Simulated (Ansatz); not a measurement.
The system is TiAl3.

```xyz
4
Lattice="2.8397 0.0000 0.0000 0.0000 4.6813 0.0000 0.0000 0.0000 4.9007" Properties=species:S:1:pos:R:3 pbc="T T T"
Ti    0.0000    2.3406    0.8131
Al    0.0000    0.0000    4.0965
Al    1.4198    0.0000    1.6217
Al    1.4198    2.3406    3.2701
```

The cell comes from a database or a generator and needn't be the stable form of this composition.

Base run:

| Quantity | Value |
| --- | --- |
| Program | Ansatz 0.2.0 |
| Functional | PBEsol |
| Potentials or basis | all-electron LAPW, scalar-relativistic |
| Cutoff | 212 eV (chosen from the basis error) |
| Basis error allowed | 0.002 eV/atom |
| k mesh | 9 × 6 × 6 |
| Occupations | gaussian, width 0.05 eV |
| Spin | no spin polarisation |

Its results: band gap on the k mesh none (metal or under the smearing width); pressure -2.4 GPa; largest force 0.058 eV/Å.

Problem. The run is repeated on the same cell with these changes: functional from PBEsol to LDA; occupations from gaussian, width 0.05 eV to gaussian, width 0.1 eV. What comes out?

Solution. Band gap on the k mesh none (metal or under the smearing width); pressure -5.1 GPa; largest force 0.089 eV/Å.
